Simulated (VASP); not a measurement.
The system is TiS2.

```
Ti S
1.0
     3.41200    0.00000    0.00000
    -1.70600    2.95488    0.00000
     0.00000    0.00000    5.69500
Ti S
1 2
Direct
  0.00000 0.00000 0.00000
  0.33333 0.66667 0.25000
  0.66667 0.33333 0.75000
```

- Program: VASP 6.6.1
- Task: relaxation of cell and atoms
- Functional: PBE
- Dispersion: D4
- Potentials or basis: VASP PAW PBE potentials, release 64 (Ti_sv, S)
- Cutoff: 520 eV
- k mesh: 12 × 12 × 6
- Occupations: gaussian, width 0.02 eV
- Spin: no spin polarisation

At the start: pressure -2.1 GPa; volume 19.14 Å³/atom.

Where does the relaxation end?

Over 30 steps the energy falls by 3.4 meV/atom and the volume is 18.46 Å³/atom (-3.5 %); space group P-3m1 (No. 164, to 0.05 Å).

The path:
```tsv
step	energy change (eV)	largest force (eV/Å)	pressure (GPa)	volume (Å³)
1	0.0000	0.1509	-2.13	57.42
2	-0.0007	0.3460	2.10	55.33
3	-0.0082	0.0971	-0.04	56.33
4	-0.0093	0.0528	-0.04	56.19
5	-0.0096	0.0090	-0.06	56.05
6	-0.0096	0.0147	-0.05	56.07
7	-0.0097	0.0182	0.00	56.00
8	-0.0098	0.0296	-0.07	55.81
9	-0.0097	0.0541	0.18	55.43
10	-0.0082	0.0999	1.07	54.66
11	-0.0096	0.0646	0.56	55.28
12	-0.0097	0.0593	0.51	55.36
13	-0.0097	0.0569	0.48	55.40
14	-0.0097	0.0559	0.47	55.41
15	-0.0099	0.0367	0.31	55.48
16	-0.0101	0.0032	0.00	55.62
17	-0.0101	0.0019	-0.01	55.62
18	-0.0101	0.0011	-0.01	55.63
19	-0.0101	0.0067	-0.02	55.64
20	-0.0101	0.0088	-0.02	55.64
21	-0.0101	0.0087	-0.03	55.63
22	-0.0102	0.0092	-0.02	55.59
23	-0.0102	0.0101	0.00	55.53
24	-0.0102	0.0114	0.02	55.39
25	-0.0102	0.0107	0.03	55.46
26	-0.0102	0.0050	-0.02	55.45
27	-0.0102	0.0002	-0.05	55.45
28	-0.0102	0.0027	-0.04	55.42
29	-0.0102	0.0047	-0.03	55.40
30	-0.0102	0.0005	0.00	55.39
```

Final structure:
```
Ti S
1.0
     3.37543    0.00000    0.00000
    -1.68772    2.92321    0.00000
     0.00000    0.00000    5.61355
Ti S
1 2
Cartesian
  3.3754 0.0000 0.0000
  0.0000 1.9488 1.4244
  1.6877 0.9744 4.1892
```

Caveat: pairwise dispersion overbinds metals, which lowers pressure and volume.
